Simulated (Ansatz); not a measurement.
# NiO (F-43m) in Ansatz: equation of state

Aim: energy against volume of NiO in PBE, for its equilibrium volume and stiffness.

Everything below comes from runs of Ansatz 0.2.0. Logs are shortened: lines on timing, memory, paths and dates and some standing lists are left out, and cuts for length are marked.

### Step 1. The structure

It takes space group F-43m (No. 216, cubic). Conventional cell: a = 4.567 Å, b = 4.567 Å, c = 4.567 Å, α = 90.00°, β = 90.00°, γ = 90.00°. Ni (site symmetry -43m) has 4 O at 1.98 Å as nearest neighbours. O (site symmetry -43m) is surrounded by 4 Ni at 1.98 Å.

Measurements of this composition are mostly on another form, of space group No. 225.

### Step 2. Single point, PBE, collinear spin, ferromagnetic start, 11.19 Å³/atom (volume scaled by 0.94)

Contents of input.yaml:

```yaml
crystal:
  lattice:
    - [0.0, 2.23693235, 2.23693235]
    - [2.23693235, 0.0, 2.23693235]
    - [2.23693235, 2.23693235, 0.0]
  atoms:
    - { symbol: Ni, position: [0.0, 0.0, 0.0], spin: 1.0 }
    - { symbol: O, position: [0.25, 0.25, 0.25] }
hamiltonian:
  xc: pbe
  pseudopotentials: { kind: paw }
magnetization:
  spin_polarized: true
kpoints:
  mp_grid: { grid: [10, 10, 10] }
scf:
  occupations: { method: fermi_dirac, width: 0.05 }
output:
  forces: true
  stress: true
  eigenvalues: true
```

Potentials or basis: Ansatz PAW.

The run is started by

```bash
> ansatz run input.yaml --threads 2 --pin off --max-ram 5632MiB --backend cpu --events-out ev --progress --plain --runs-dir out
```

The log of the run:

```text
Warning: RAYON_NUM_THREADS=2 ignored (pool sized by the plan → 2); use --threads N
Engine: ansatz 0.2.0, aarch64-unknown-linux-gnu
Pseudopotentials: kind: paw
Pseudopotential: Ni, paw, valence charge 18, recommended cutoff 420 eV (normal), Ni.paw.azcp
Pseudopotential: O, paw, valence charge 6, recommended cutoff 420 eV (normal), O.paw.azcp
Functional definition: PBE
  parameter kappa = 0.804
  parameter beta = 0.06672455060314922
  exchange = pbe_x(kappa = kappa, mu = beta*pi^2/3)
  correlation = pbe_c(beta = beta)
Crystal: 2 atoms, lattice volume = 22.387 Å³
Basis set: ecut = 420 eV, 411 PW (Γ), exchange–correlation on 48×48×48 points (8 copies of the dense FFT grid, shifted against one another)
Bands: 17, of which v1, the nominal top of the filled ones, is band 12 counted from 1 (11 counted from 0)
Symmetry: 24 space group operations
Space group: F-43m (ITA 216), of the structure as read, at distance tolerance 2.8e-5 Å
Magnetic group: BNS 216.74 (UNI 1576), of the structure as read, at distance tolerance 2.8e-5 Å
k-points: 47 of 1000 (time reversal used)
Non-local potential: Ni, projectors of the file, l = 0: 3, l = 1: 2, l = 2: 3, l = 3: 1
Non-local potential: O, projectors of the file, l = 0: 2, l = 1: 2, l = 2: 1
PAW form: soft (Blöchl's): semilocal exchange-correlation on the pseudo side does not see the compensation charge
PAW one-centre angular grid: Ni, 590 points (default); XC on 64 Gauss nodes
PAW one-centre angular grid: O, 110 points (default); XC on 64 Gauss nodes
Initial density: superposition of atomic densities (chi_scale 0.1, normalization cell, long waves kept (reshape's long-wave potential 0.00 eV rms))
Starting moments: Σ|m| = 1 μB on 1 of 2 sites
Initial wavefunctions: pseudopotential atomic-orbital guess
Functional: x = pbe(κ = 0.804, μ = 0.2195149727645171), c = pbe(β = 0.06672455060314922)
SCF iter   1: F=—  HF=-6404.771792 eV  |F-HF|=—  |Δ(HF+E_count)|=         —  Δρ=1.35e-1 (↑7.40e-2 ↓1.35e-1)  dr2=7.12e0  dr2_m=2.06e-1  M=0.765 μB ∫|m|=0.766 μB  β_m=0.30  ethr=3.10e-3  ⟨swp⟩=5.7  Hψ=7200  notcnv=0
Mixer restart at iter 1: flushing history
preconditioner: auto → none  [metal: Δε(μ)=0.016 eV  Ē_g=13.302 eV  σ=0.050 eV  W_gap=0.08  n_scr=8 (ndim 8)  ℏωp=31.4 eV  f_vac=0.000  D(μ)=3.17/eV (n_scr^D=58)  sad-step TF]
SCF iter   2: F=—  HF=-6405.462655 eV  |F-HF|=—  |Δ(HF+E_count)|=   6.91e-1  Δρ=6.73e-2 (↑6.73e-2 ↓4.37e-2)  dr2=6.48e-1  dr2_m=4.88e-1  M=1.470 μB ∫|m|=1.472 μB  β_m=0.32  ethr=3.10e-3  ⟨swp⟩=3.0  Hψ=4208  notcnv=0  defer=4
SCF iter   3: F=—  HF=-6405.736292 eV  |F-HF|=—  |Δ(HF+E_count)|=   2.74e-1  Δρ=6.49e-2 (↑5.50e-2 ↓6.49e-2)  dr2=1.20e-1  dr2_m=6.79e-1  M=1.721 μB ∫|m|=1.726 μB  β_m=0.25  ethr=2.70e-3  ⟨swp⟩=2.0  Hψ=2772  notcnv=0  defer=6
SCF iter   4: F=—  HF=-6405.422576 eV  |F-HF|=—  |Δ(HF+E_count)|=         —  Δρ=2.73e-2 (↑2.73e-2 ↓2.64e-2)  dr2=2.67e-1  dr2_m=7.80e-2  M=1.564 μB ∫|m|=1.569 μB  β_m=0.66  ethr=4.99e-4  ⟨swp⟩=2.4  Hψ=2765  notcnv=0  defer=5
Mixer restart at iter 4: flushing history
SCF iter   5: F=—  HF=-6405.768298 eV  |F-HF|=—  |Δ(HF+E_count)|=   3.46e-1  Δρ=6.10e-2 (↑2.92e-2 ↓6.10e-2)  dr2=5.12e-1  dr2_m=2.94e-1  M=1.880 μB ∫|m|=1.893 μB  β_m=0.40  ethr=4.99e-4  ⟨swp⟩=3.1  Hψ=3587  notcnv=0  defer=5  recentre
SCF iter   6: F=—  HF=-6405.681537 eV  |F-HF|=—  |Δ(HF+E_count)|=   8.68e-2  Δρ=2.56e-2 (↑2.56e-2 ↓1.51e-2)  dr2=1.12e-1  dr2_m=5.75e-2  M=1.707 μB ∫|m|=1.716 μB  β_m=0.37  ethr=4.99e-4  ⟨swp⟩=3.0  Hψ=4228  notcnv=0  defer=10
SCF iter   7: F=—  HF=-6405.811602 eV  |F-HF|=—  |Δ(HF+E_count)|=   1.30e-1  Δρ=2.24e-2 (↑7.96e-3 ↓2.24e-2)  dr2=2.58e-2  dr2_m=4.52e-2  M=1.865 μB ∫|m|=1.881 μB  β_m=0.53  ethr=4.67e-4  ⟨swp⟩=2.4  Hψ=3354  notcnv=0  defer=11
SCF iter   8: F=—  HF=-6405.813860 eV  |F-HF|=—  |Δ(HF+E_count)|=   2.26e-3  Δρ=3.38e-3 (↑1.54e-3 ↓3.38e-3)  dr2=3.93e-3  dr2_m=2.87e-4  M=1.931 μB ∫|m|=1.951 μB  β_m=0.60  ethr=1.08e-4  ⟨swp⟩=2.3  Hψ=2869  notcnv=0  defer=11
SCF iter   9: F=—  HF=-6405.817179 eV  |F-HF|=—  |Δ(HF+E_count)|=   3.32e-3  Δρ=1.41e-3 (↑1.11e-3 ↓1.41e-3)  dr2=2.46e-5  dr2_m=3.23e-4  M=1.922 μB ∫|m|=1.942 μB  β_m=0.70  ethr=1.64e-5  ⟨swp⟩=2.0  Hψ=2304  notcnv=0  defer=11
SCF iter  10: F=—  HF=-6405.817254 eV  |F-HF|=—  |Δ(HF+E_count)|=   7.46e-5  Δρ=1.92e-4 (↑1.92e-4 ↓1.19e-4)  dr2=2.40e-5  dr2_m=6.22e-7  M=1.925 μB ∫|m|=1.946 μB  β_m=0.85  ethr=1.03e-7  ⟨swp⟩=2.1  Hψ=2661  notcnv=0  defer=11
SCF iter  11: F=—  HF=-6405.817354 eV  |F-HF|=—  |Δ(HF+E_count)|=   1.01e-4  Δρ=2.66e-4 (↑1.78e-4 ↓2.66e-4)  dr2=3.43e-6  dr2_m=9.54e-6  M=1.925 μB ∫|m|=1.945 μB  β_m=0.88  ethr=1.00e-7  ⟨swp⟩=2.0  Hψ=2308  notcnv=0  defer=11
SCF iter  12: F=—  HF=-6405.817354 eV  |F-HF|=—  |Δ(HF+E_count)|=  7.05e-10  Δρ=9.80e-5 (↑6.43e-5 ↓9.80e-5)  dr2=5.86e-7  dr2_m=1.25e-6  M=1.925 μB ∫|m|=1.946 μB  β_m=0.94  ethr=1.43e-8  ⟨swp⟩=2.0  Hψ=2029  notcnv=0  defer=11
SCF iter  13: F=—  HF=-6405.817354 eV  |F-HF|=—  |Δ(HF+E_count)|=   4.76e-8  Δρ=1.62e-5 (↑1.30e-5 ↓1.62e-5)  dr2=9.19e-9  dr2_m=4.20e-8  M=1.925 μB ∫|m|=1.946 μB  β_m=0.97  ethr=2.44e-9  ⟨swp⟩=2.0  Hψ=2047  notcnv=0  defer=11
SCF iter  14: F=-6405.817354 eV  HF=-6405.817354 eV  |F-HF|=3.38e-9  |Δ(HF+E_count)|=   3.55e-9  Δρ=4.40e-6 (↑1.22e-6 ↓4.40e-6)  dr2=3.95e-9  dr2_m=1.13e-9  M=1.925 μB ∫|m|=1.946 μB  ethr=3.83e-11  ⟨swp⟩=2.3  Hψ=5022  notcnv=0
SCF 1 converged in 14 iterations: F = -6405.817354 eV  dr2 = 3.95e-9
SCF converged after 14 iterations
Magnetization: 1.9251 μB (12.9625 up, 11.0375 down)
Absolute magnetization: 1.9458 μB (∫|ρ↑−ρ↓|, with the PAW one-centre terms)
Spin contamination: 0.0066 ħ² per cell (⟨S²⟩ above its minimum at these occupations)
Per-site moments (μB) at R_I (Å): [(1.4590469686903602, 0.7991115996794795), (0.36741805157667473, 0.7991115996794795)]
Free energy (F): -6405.817354 eV
Harris-Foulkes:  -6405.817354 eV  (|F-HF|=3.38e-9)
Internal energy: -6405.801825 eV  (E = F + TS)
E sigma→0 (E₀):  -6405.809590 eV
Entropy (-TS):   -0.015529 eV (-7.764 meV/atom)
Fermi energy:    11.013235 eV
--- Per-component energies (eV) ---
  E_band       = -412.370188
  E_kinetic    = 450.492508
  E_local      = -4541.522424  (includes V_loc(G=0)·N_el)
  E_nonlocal   = 689.335539
  E_hartree    = 1875.748743
  E_xc         = -155.619287
  E_vxc        = -199.551865  (∫ρ·V_xc dr)
  E_paw        = -1789.236197  (= ΣΔE_a)
  E_vpaw       = -562.621498  (= ΣTr[D̂ρ^β])
  E_aug_tail   = 0.003123  (compensation charges beyond the density's cutoff)
  E_ewald      = -2935.003831
  E_smearing   = -0.015529  (= −TS)
  E_closure    = 0.000000  (closes the sum)
  Σ components = -6405.817354   (vs F -6405.817354, Δ=0.00e0)
--- Forces (eV/Å), atoms counted from 1 ---
  atom   1  Ni    -0.00000000     0.00000000    -0.00000000
  atom   2  O      0.00000000    -0.00000000     0.00000000
  max |Σ_I F_I| component: 1.02e-16 eV/Å
--- Stress (GPa, compression-positive) ---
        0.803524       0.000000       0.000000
       -0.000000       0.803524      -0.000000
        0.000000      -0.000000       0.803524
  P = ⅓ Tr σ = 0.8035 GPa (8.035 kbar)
--- Band table (eV; the first three rows and the last of 94) ---
  k-point 0 ↑: bands = ["-93.6029", "-53.9779", "-53.9779", "-53.9779", "-9.0467", "4.9298", "4.9298", "4.9298", "8.5566", "8.5566", "11.1549", "11.1549", "11.1549", "11.3708", "25.2677", "25.2677", "25.2677"]
  k-point 1 ↑: bands = ["-93.6028", "-53.9793", "-53.9782", "-53.9782", "-8.9861", "4.7817", "4.9656", "4.9656", "8.5377", "8.5377", "10.6811", "11.0940", "11.0940", "12.0343", "24.2842", "25.3547", "25.3547"]
  k-point 2 ↑: bands = ["-93.6026", "-53.9827", "-53.9787", "-53.9787", "-8.8248", "4.4662", "5.0577", "5.0577", "8.5071", "8.5071", "10.0237", "10.9225", "10.9225", "13.1672", "22.4107", "25.4263", "25.4263"]
  k-point 46 ↓: bands = ["-91.7378", "-52.1747", "-52.1712", "-52.1685", "-7.5274", "4.9935", "5.7871", "6.4572", "9.3797", "9.7698", "10.0399", "10.7968", "11.3213", "18.3799", "21.4886", "21.8873", "23.2037"]
```

Run time: 3.7 s. Hardware: 2 threads of Arm Neoverse V1, shared host; peak memory 0.31 GiB.

What came out:

| Quantity | Value |
| --- | --- |
| Free energy | -6405.8174 eV |
| Pressure | 0.8 GPa |
| Band gap on the k mesh | none (metal or under the smearing width) |
| Net moment | 1.93 μB per cell |
| Absolute moment | 1.95 μB per cell |
| Site moments | Ni +1.46; O +0.37 μB |

Caveat: the pressure holds a Pulay correction of +0.6 GPa for the finite cutoff; a cell with one magnetic atom can't hold antiferromagnetic order, which such compounds often take; semilocal functionals often make such compounds metallic where correlation or magnetic order opens a gap, which also shifts bond lengths.

### Step 3. Single point, PBE, collinear spin, ferromagnetic start, 11.43 Å³/atom (volume scaled by 0.96)

input.yaml, as its differences from that of step 2:

```diff
@@ -2,5 +2,5 @@
   lattice:
-    - [0.0, 2.23693235, 2.23693235]
-    - [2.23693235, 0.0, 2.23693235]
-    - [2.23693235, 2.23693235, 0.0]
+    - [0.0, 2.2526859137, 2.2526859137]
+    - [2.2526859137, 0.0, 2.2526859137]
+    - [2.2526859137, 2.2526859137, 0.0]
   atoms:
@@ -21 +21,5 @@
   eigenvalues: true
+  write_density: true
+  write_potential: true
+  elf: true
+  volumetric_format: npy
```

Potentials or basis: Ansatz PAW.

The run is started by

```bash
> ansatz run input.yaml --threads 2 --pin off --max-ram 5632MiB --backend cpu --events-out ev --progress --plain --runs-dir out
```

Wall time 4.2 s (2 threads of Arm Neoverse V1, shared host); peak memory 0.31 GiB.

Results (log left out):

- Free energy: -6405.8151 eV
- Pressure: -2.2 GPa
- Band gap on the k mesh: none (metal or under the smearing width)
- Net moment: 1.95 μB per cell
- Absolute moment: 1.97 μB per cell
- Site moments: Ni +1.48; O +0.37 μB

Caveat: the pressure holds a Pulay correction of +0.6 GPa for the finite cutoff; a cell with one magnetic atom can't hold antiferromagnetic order, which such compounds often take; semilocal functionals often make such compounds metallic where correlation or magnetic order opens a gap, which also shifts bond lengths.

### Step 4. Single point, PBE, collinear spin, ferromagnetic start, 11.67 Å³/atom (volume scaled by 0.98)

input.yaml, as its differences from that of step 3:

```diff
@@ -2,5 +2,5 @@
   lattice:
-    - [0.0, 2.2526859137, 2.2526859137]
-    - [2.2526859137, 0.0, 2.2526859137]
-    - [2.2526859137, 2.2526859137, 0.0]
+    - [0.0, 2.2682221696, 2.2682221696]
+    - [2.2682221696, 0.0, 2.2682221696]
+    - [2.2682221696, 2.2682221696, 0.0]
   atoms:
```

The run is started by

```bash
> ansatz run input.yaml --threads 2 --pin off --max-ram 5632MiB --backend cpu --events-out ev --progress --plain --runs-dir out
```

It took 4.4 s on 2 threads of Arm Neoverse V1, shared host; peak memory 0.32 GiB.

It converged, with:

- Free energy: -6405.8045 eV
- Pressure: -4.9 GPa
- Band gap on the k mesh: none (metal or under the smearing width)
- Net moment: 1.97 μB per cell
- Absolute moment: 1.99 μB per cell
- Site moments: Ni +1.49; O +0.38 μB

Caveat: the pressure holds a Pulay correction of +0.6 GPa for the finite cutoff; a cell with one magnetic atom can't hold antiferromagnetic order, which such compounds often take; semilocal functionals often make such compounds metallic where correlation or magnetic order opens a gap, which also shifts bond lengths.

### Step 5. Single point, PBE, collinear spin, ferromagnetic start, 11.91 Å³/atom

input.yaml, as its differences from that of step 4:

```diff
@@ -2,5 +2,5 @@
   lattice:
-    - [0.0, 2.2682221696, 2.2682221696]
-    - [2.2682221696, 0.0, 2.2682221696]
-    - [2.2682221696, 2.2682221696, 0.0]
+    - [0.0, 2.28354846, 2.28354846]
+    - [2.28354846, 0.0, 2.28354846]
+    - [2.28354846, 2.28354846, 0.0]
   atoms:
@@ -21,5 +21 @@
   eigenvalues: true
-  write_density: true
-  write_potential: true
-  elf: true
-  volumetric_format: npy
```

The run is started by

```bash
> ansatz run input.yaml --threads 2 --pin off --max-ram 5632MiB --backend cpu --events-out ev --progress --plain --runs-dir out
```

Run time: 3.6 s. Hardware: 2 threads of Arm Neoverse V1, shared host; peak memory 0.31 GiB.

Results (log left out):

- Free energy: -6405.7864 eV
- Pressure: -7.3 GPa
- Band gap on the k mesh: none (metal or under the smearing width)
- Net moment: 1.98 μB per cell
- Absolute moment: 2.00 μB per cell
- Site moments: Ni +1.50; O +0.38 μB

Caveat: the pressure holds a Pulay correction of +0.6 GPa for the finite cutoff; a cell with one magnetic atom can't hold antiferromagnetic order, which such compounds often take; semilocal functionals often make such compounds metallic where correlation or magnetic order opens a gap, which also shifts bond lengths.

### Step 6. Single point, PBE, collinear spin, ferromagnetic start, 12.15 Å³/atom (volume scaled by 1.02)

input.yaml, as its differences from that of step 5:

```diff
@@ -2,5 +2,5 @@
   lattice:
-    - [0.0, 2.28354846, 2.28354846]
-    - [2.28354846, 0.0, 2.28354846]
-    - [2.28354846, 2.28354846, 0.0]
+    - [0.0, 2.2986717382, 2.2986717382]
+    - [2.2986717382, 0.0, 2.2986717382]
+    - [2.2986717382, 2.2986717382, 0.0]
   atoms:
```

Potentials or basis: Ansatz PAW.

The run is started by

```bash
> ansatz run input.yaml --threads 2 --pin off --max-ram 5632MiB --backend cpu --events-out ev --progress --plain --runs-dir out
```

It took 3.6 s on 2 threads of Arm Neoverse V1, shared host; peak memory 0.31 GiB.

It converged, with:

| Quantity | Value |
| --- | --- |
| Free energy | -6405.7615 eV |
| Pressure | -9.5 GPa |
| Band gap on the k mesh | none (metal or under the smearing width) |
| Net moment | 1.99 μB per cell |
| Absolute moment | 2.01 μB per cell |
| Site moments | Ni +1.51; O +0.39 μB |

Caveat: the pressure holds a Pulay correction of +0.6 GPa for the finite cutoff; a cell with one magnetic atom can't hold antiferromagnetic order, which such compounds often take; semilocal functionals often make such compounds metallic where correlation or magnetic order opens a gap, which also shifts bond lengths.

### Step 7. Single point, PBE, collinear spin, ferromagnetic start, 12.38 Å³/atom (volume scaled by 1.04)

input.yaml, as its differences from that of step 6:

```diff
@@ -2,5 +2,5 @@
   lattice:
-    - [0.0, 2.2986717382, 2.2986717382]
-    - [2.2986717382, 0.0, 2.2986717382]
-    - [2.2986717382, 2.2986717382, 0.0]
+    - [0.0, 2.3135985963, 2.3135985963]
+    - [2.3135985963, 0.0, 2.3135985963]
+    - [2.3135985963, 2.3135985963, 0.0]
   atoms:
```

Potentials or basis: Ansatz PAW.

The run is started by

```bash
> ansatz run input.yaml --threads 2 --pin off --max-ram 5632MiB --backend cpu --events-out ev --progress --plain --runs-dir out
```

The log of the run:

```text
Warning: RAYON_NUM_THREADS=2 ignored (pool sized by the plan → 2); use --threads N
[... 9 set-up lines as earlier in the session ...]
Crystal: 2 atoms, lattice volume = 24.768 Å³
Basis set: ecut = 420 eV, 531 PW (Γ), exchange–correlation on 48×48×48 points (8 copies of the dense FFT grid, shifted against one another)
[... 43 lines left out ...]
--- Per-component energies (eV) ---
  E_band       = -445.739183
  E_kinetic    = 447.634835
  E_local      = -4701.033755  (includes V_loc(G=0)·N_el)
  E_nonlocal   = 689.910236
  E_hartree    = 1939.934400
  E_xc         = -154.502640
  E_vxc        = -197.998616  (∫ρ·V_xc dr)
  E_paw        = -1789.916174  (= ΣΔE_a)
  E_vpaw       = -564.125401  (= ΣTr[D̂ρ^β])
  E_aug_tail   = 0.002945  (compensation charges beyond the density's cutoff)
  E_ewald      = -2837.745937
  E_smearing   = -0.014298  (= −TS)
  E_closure    = -0.000000  (closes the sum)
  Σ components = -6405.730388   (vs F -6405.730388, Δ=0.00e0)
--- Forces (eV/Å), atoms counted from 1 ---
  atom   1  Ni    -0.00000000     0.00000000     0.00000000
  atom   2  O      0.00000000    -0.00000000     0.00000000
  max |Σ_I F_I| component: 3.24e-17 eV/Å
--- Stress (GPa, compression-positive) ---
      -11.410106       0.000000       0.000000
       -0.000000     -11.410106      -0.000000
        0.000000      -0.000000     -11.410106
  P = ⅓ Tr σ = -11.4101 GPa (-114.101 kbar)
--- Band table (eV; the first three rows and the last of 94) ---
  k-point 0 ↑: bands = ["-95.1739", "-55.5466", "-55.5466", "-55.5466", "-9.9738", "3.8621", "3.8621", "3.8621", "7.0346", "7.0346", "9.2832", "9.2832", "9.2832", "9.5614", "22.8847", "22.8847", "22.8847"]
  k-point 1 ↑: bands = ["-95.1739", "-55.5474", "-55.5468", "-55.5468", "-9.9248", "3.7322", "3.8945", "3.8945", "7.0184", "7.0184", "8.8289", "9.2301", "9.2301", "10.2035", "21.9643", "22.9573", "22.9573"]
  k-point 2 ↑: bands = ["-95.1737", "-55.5494", "-55.5471", "-55.5471", "-9.7946", "3.4556", "3.9772", "3.9772", "6.9905", "6.9905", "8.2221", "9.0803", "9.0803", "11.2823", "20.1957", "23.0157", "23.0157"]
  k-point 46 ↓: bands = ["-93.2574", "-53.6865", "-53.6844", "-53.6828", "-8.5973", "4.0491", "4.7185", "5.3505", "8.0519", "8.2734", "8.4581", "9.1725", "9.6375", "16.4216", "18.8613", "19.8326", "20.7981"]
```

Wall time 3.6 s (2 threads of Arm Neoverse V1, shared host); peak memory 0.32 GiB.

Results:

```
Free energy            : -6405.7304 eV
Pressure               : -11.4 GPa
Band gap on the k mesh : none (metal or under the smearing width)
Net moment             : 1.99 μB per cell
Absolute moment        : 2.02 μB per cell
Site moments           : Ni +1.52; O +0.39 μB
```

Caveat: the pressure holds a Pulay correction of +0.6 GPa for the finite cutoff; a cell with one magnetic atom can't hold antiferromagnetic order, which such compounds often take; semilocal functionals often make such compounds metallic where correlation or magnetic order opens a gap, which also shifts bond lengths.

### Step 8. Single point, PBE, collinear spin, ferromagnetic start, 12.62 Å³/atom (volume scaled by 1.06)

input.yaml, as its differences from that of step 7:

```diff
@@ -2,5 +2,5 @@
   lattice:
-    - [0.0, 2.3135985963, 2.3135985963]
-    - [2.3135985963, 0.0, 2.3135985963]
-    - [2.3135985963, 2.3135985963, 0.0]
+    - [0.0, 2.3283352904, 2.3283352904]
+    - [2.3283352904, 0.0, 2.3283352904]
+    - [2.3283352904, 2.3283352904, 0.0]
   atoms:
```

The run is started by

```bash
> ansatz run input.yaml --threads 2 --pin off --max-ram 5632MiB --backend cpu --events-out ev --progress --plain --runs-dir out
```

Wall time 3.7 s (2 threads of Arm Neoverse V1, shared host); peak memory 0.32 GiB.

The run converged. Its results:

* Free energy: -6405.6937 eV
* Pressure: -13.1 GPa
* Band gap on the k mesh: none (metal or under the smearing width)
* Net moment: 2.00 μB per cell
* Absolute moment: 2.02 μB per cell
* Site moments: Ni +1.52; O +0.39 μB

Caveat: the pressure holds a Pulay correction of +0.6 GPa for the finite cutoff; a cell with one magnetic atom can't hold antiferromagnetic order, which such compounds often take; semilocal functionals often make such compounds metallic where correlation or magnetic order opens a gap, which also shifts bond lengths.

### Step 9. Equation of state, PBE, collinear spin, ferromagnetic start

Potentials or basis: Ansatz PAW.

No new run: the results of the series are fitted here.

What came out:

```yaml
Equilibrium_volume: 11.25 Å³/atom
Bulk_modulus: 143 GPa
Pressure_derivative_of_the_bulk_modulus: 3.8
```

Energy against volume, from the lowest point:
| volume (Å³/atom) | energy (meV/atom) |
| --- | --- |
| 11.193 | 0.00 |
| 11.431 | 1.14 |
| 11.670 | 6.41 |
| 11.908 | 15.47 |
| 12.146 | 27.94 |
| 12.384 | 43.48 |
| 12.622 | 61.82 |
